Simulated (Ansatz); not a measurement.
# Al3GaN4: the cost of one run

Method: DFT PBEsol, scalar-relativistic, plane waves, PAW, in Ansatz 0.2.0.

1 further run of the same task is left out (set aside as unsound or not needed).

## Step 1: The structure to begin with

Symmetry: P-43m, No. 215, cubic system. The conventional cell has a = 4.407 Å, b = 4.407 Å, c = 4.407 Å, α = 90.00°, β = 90.00°, γ = 90.00°. Al (site symmetry -42m) is surrounded by 4 N at 1.90 Å. Ga (site symmetry -43m) has 4 N at 1.95 Å as nearest neighbours. N (site symmetry 3m) has 3 Al at 1.90 Å and 1 Ga at 1.95 Å as nearest neighbours.

As a file:

```cif
data_structure
_symmetry_space_group_name_H-M 'P-43m'
_symmetry_Int_Tables_number 215
_cell_length_a 4.4070
_cell_length_b 4.4070
_cell_length_c 4.4070
_cell_angle_alpha 90.000
_cell_angle_beta 90.000
_cell_angle_gamma 90.000
_cell_volume 85.59
loop_
_atom_site_label
_atom_site_type_symbol
_atom_site_symmetry_multiplicity
_atom_site_Wyckoff_symbol
_atom_site_fract_x
_atom_site_fract_y
_atom_site_fract_z
_atom_site_occupancy
Al1 Al 3 c 0.50000 0.50000 0.00000 1
Ga1 Ga 1 a 0.00000 0.00000 0.00000 1
N1 N 4 e 0.74471 0.74471 0.25529 1
```

It goes back to an entry of the Materials Project, which need not be the stable form.

This cell was relaxed beforehand with the same method: volume 10.70 Å³/atom, gap on the mesh 3.32 eV.

## Step 2: The reference cell

The reference gives a free energy of -6840.5723 eV, pressure 0.03 GPa, largest force 0.000 eV/Å and gap on the mesh 3.32 eV. It was computed beforehand with the settings of the runs below.

## Step 3: The scan: rattled cells

All atoms are moved at random with no net shift, in some cells together with a random strain.

## Step 4: At rms move = 0.168 Å

File input.yaml:

```yaml
crystal:
  lattice:
    - [4.4402681225, 0.0209125206, 0.3026800834]
    - [0.0209125206, 4.3128900658, -0.1271972381]
    - [0.3026800834, -0.1271972381, 4.3935764675]
  atoms:
    - { symbol: Al, position: [0.5129606905, 0.5350561236, -0.0101370879] }
    - { symbol: Al, position: [0.4972502373, 0.0539000607, 0.5021839536] }
    - { symbol: Al, position: [0.0201702633, 0.494112848, 0.5004025592] }
    - { symbol: Ga, position: [0.0090495667, -0.0380796495, -0.0061471171] }
    - { symbol: "N", position: [0.7417632729, 0.7472714058, 0.2282345125] }
    - { symbol: "N", position: [0.7362226494, 0.2631042358, 0.7265404024] }
    - { symbol: "N", position: [0.2433347669, 0.7156115157, 0.7857639058] }
    - { symbol: "N", position: [0.239248553, 0.22902346, 0.2731588714] }
basis:
  ecutwfc: 420
kpoints:
  mp_grid: { grid: [6, 6, 6] }
hamiltonian:
  xc: pbesol
scf:
  occupations: { method: gaussian, width: 0.05 }
output:
  forces: true
  stress: true
  eigenvalues: true
```

Launch:

```sh
> ansatz run input.yaml --threads 2 --pin off --max-ram 5120MiB --backend cpu --events-out ev --progress --plain --runs-dir out
```

**Question.** How long does this run take on 2 threads of Intel Xeon Platinum 8375C at 2.90GHz (Ice Lake), shared host, and how much memory does it need?

About 18 s, with a peak of 0.53 GiB.
